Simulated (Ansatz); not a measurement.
## Calculated quadrupolar parameters for GaN

The cell is a structure deposited in the COD whose atoms were relaxed with PBE, the cell held.

```
Ga N
1.0
     3.18000    0.00000    0.00000
    -1.59000    2.75396    0.00000
     0.00000    0.00000    5.16600
Ga N
2 2
Direct
  0.33333 0.66667 0.00394
  0.66667 0.33333 0.50394
  0.33333 0.66667 0.38106
  0.66667 0.33333 0.88106
```

Sites (sets of like atoms) are named by element and the number of their first atom in this list.

Level of theory: DFT, PBE, plane waves and PAW, with spin–orbit coupling, 420 eV cutoff, Γ-centred 11×11×6 k-points, Fermi–Dirac smearing 0.02 eV (Ansatz 0.2.0).

C_Q = eQV_zz/h, which is 24.18 MHz for Q = 1 b and V_zz = 10²¹ V/m²; η = (V_xx − V_yy)/V_zz.

Ga-71: I = 3/2, Q = 107.0 mb; ¹⁴N: I = 1, Q = 20.44 mb. Quadrupole moments are those of Pyykkö's year-2017 table.

```json
{"site": "Ga", "atoms (order as listed)": "1, 2", "first shell": "4 N at 1.94–1.95 Å", "V_zz (10²¹ V/m²)": "0.43", "η": "0.00", "C_Q (MHz)": "1.11"}
{"site": "N", "atoms (order as listed)": "3, 4", "first shell": "4 Ga at 1.94–1.95 Å", "V_zz (10²¹ V/m²)": "0.023", "η": "0.00", "C_Q (MHz)": "0.011"}
```

An axis of threefold or higher order runs through Ga and N, so V_zz lies along it and η is zero.

At this cell the PBE pressure is 7 GPa, so with PBE the cell would grow if it were relaxed.

Hardware: 1 thread of Intel Xeon Platinum 8488C (Sapphire Rapids) (x86_64; 16 cores open to the job, memory cap 3.0 GiB, no GPU), a shared host with a load of 0.4 a core. Wall time 32 s, CPU time 32 s, peak memory 0.67 GiB.
